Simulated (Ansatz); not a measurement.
**LiCl: energy along a strain**

LiCl, Fm-3m, a = 5.130 Å (as given, not relaxed at this level: -0.3 GPa). Ansatz: r2SCAN, PAW, 500 eV, Γ-centred 8×8×8 mesh on 2 atoms, Gaussian smearing 0.05 eV; no spin polarisation. Cell vectors (Å): 0.000 2.565 2.565; 2.565 0.000 2.565; 2.565 2.565 0.000. The cell is strained by x per cent times the pattern (0 0 0 0 1 0) in the order xx yy zz yz xz xy (engineering shears), with fractional coordinates held. y is the free energy over the start, V0 = 16.871 Å³/atom. Symmetry makes y even in x.

```
x (%) y (meV/atom)
-4.00             ?
-2.00          0.56
 0.00          0.00
 0.50          0.03
 1.00          0.14
 1.50          0.32
 2.50          0.88
 3.00          1.27
 3.50          1.73
```

Fit y = c2 x² + c4 x⁴ to the other rows, get the stiffness along the pattern, and predict the missing energy.

Least squares on the rows shown. y = 0.1404 x² + 7.167×10⁻⁵ x⁴. The clamped-ion stiffness p·C·p = 2 × 1.404 eV × 160.2 / 16.871 Å³ = 27 GPa, which is C55 in these axes (C44 of the cubic crystal) (second derivative at the start, which stands under stress). At x = -4.00 the fit asked for gives 2.26 meV/atom. The run gave 2.26 meV/atom, the same to the digits shown.